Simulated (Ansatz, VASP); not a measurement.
**One calculation of Ca, two programs**

```
Ca
1.0
    -2.14841    2.14841    2.14841
     2.14841   -2.14841    2.14841
     2.14841    2.14841   -2.14841
Ca
1
Direct
  0.00000 0.00000 0.00000
```

Alike in both runs: functional PBEsol; k mesh 13 × 13 × 13; occupations fermi-dirac, width 0.08 eV; no spin polarisation.

Ansatz relaxed the structure, and its values are those at the end. VASP's run is a single point on that final structure, the one shown.

|  | VASP | Ansatz |
| --- | --- | --- |
| version | VASP 6.6.1 | Ansatz 0.2.0 |
| potentials or method | VASP PAW PBE potentials, release 64 (Ca_sv) | PAW with Ansatz's default frozen-core files, scalar-relativistic |
| plane-wave cutoff (eV) | 520 | 420 |
| valence electrons in the cell | 10 | 10 |

```csv
,VASP,Ansatz,Ansatz less VASP
pressure (GPa),0.4,0.4,-0.01
```

Caveats: the PAW data sets were made with another functional, which shifts forces and pressure a little (VASP).
